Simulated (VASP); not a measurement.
MgO:

```
Mg O
1.0
    -0.09705    2.27874    2.27874
     2.27874   -0.09705    2.27874
     2.27874    2.27874   -0.09705
Mg O
1 1
Direct
  0.99640 0.99640 0.99640
  0.25360 0.25360 0.25360
```

The cell was built by a generator and needn't be a form met in nature.

The cell isn't the ideal one: epitaxial_111 strain +4.1%.

Base run:

```yaml
Program: VASP 6.6.1
Functional: r2SCAN
Potentials_or_basis: VASP PAW PBE potentials, release 64 (Mg, O)
Cutoff: 520 eV
k_mesh: 10 × 10 × 10
Occupations: gaussian, width 0.01 eV
Spin: no spin polarisation
```

Its results: band gap on the k mesh 3.75 eV, direct; pressure -7.1 GPa.

Problem. The run is repeated on the same cell with these changes: functional from r2SCAN to HSE06; k mesh from 10 × 10 × 10 to 6 × 6 × 6. What comes out?

Solution. Band gap on the k mesh 4.65 eV, direct; pressure -6.8 GPa.

Several settings changed at once, so the effect can't be laid on one alone.

Caveats: the PAW data sets were made with another functional, which shifts forces and pressure a little.

